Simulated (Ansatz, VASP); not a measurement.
**CaF2 (d3) in VASP and in Ansatz**

```
CELL_PARAMETERS angstrom
0.00000 2.73160 2.73160
2.73160 0.00000 2.73160
2.73160 2.73160 0.00000
ATOMIC_POSITIONS crystal
Ca 0.00000 0.00000 0.00000
F 0.25000 0.25000 0.25000
F 0.75000 0.75000 0.75000
```

Alike in both runs: task single point; functional PBE; dispersion D3(BJ); k mesh 6 × 6 × 6; occupations gaussian, width 0.1 eV; no spin polarisation.

|  | VASP | Ansatz |
| --- | --- | --- |
| version | VASP 6.6.1 | Ansatz 0.2.0 |
| potentials or method | VASP PAW PBE potentials, release 64 (Ca_sv, F) | scalar-relativistic, plane waves, PAW |
| plane-wave cutoff (eV) | 520 | 420 |
| valence electrons in the cell | 24 | 24 |

```csv
,VASP,Ansatz,Ansatz less VASP
gap on the k mesh at the Fermi level (eV),7.27,7.30,+0.023
least direct gap on the mesh (eV),7.53,7.55,+0.021
pressure (GPa),0.6,0.3,-0.34
```

A k mesh can miss the band edges. As with any semilocal functional, this PBE gap is likely too small.
